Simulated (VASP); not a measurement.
Zr, 1 atom in the cell. It takes space group Im-3m (No. 229, cubic). Conventional cell: a = 3.620 Å, b = 3.620 Å, c = 3.620 Å, α = 90.00°, β = 90.00°, γ = 90.00°. Around Zr (site symmetry m-3m) lie 8 Zr at 3.14 Å. This isn't the form of Zr at room conditions, which is hcp.

```yaml
Program: VASP 6.6.1
Task: band structure
Functional: revTPSS
Potentials_or_basis: VASP PAW PBE potentials, release 64 (Zr_sv)
Cutoff: 520 eV
k_mesh: 10 × 10 × 10
Occupations: fermi-dirac, width 0.05 eV
Spin: no spin polarisation
Further_INCAR_settings: ALGO = Normal; EDIFF = 1e-06; NBANDS = 12
```

Potentials or basis: VASP PAW PBE potentials, release 64 (Zr_sv).

The run is started by

```console
$ cat potpaw_PBE.64/Zr_sv/POTCAR > POTCAR
$ mpirun -np 1 vasp_std > vasp.out
```

Hardware: 1 thread of Intel(R) Xeon(R) 6975P-C (Granite Rapids) (shared host).

Task: Estimate the wall time of this run.

Result: It took 39 s on 1 thread of Intel(R) Xeon(R) 6975P-C (Granite Rapids), on a shared host, peak memory 0.16 GiB. Counts: scf iterations 45, k points 47.
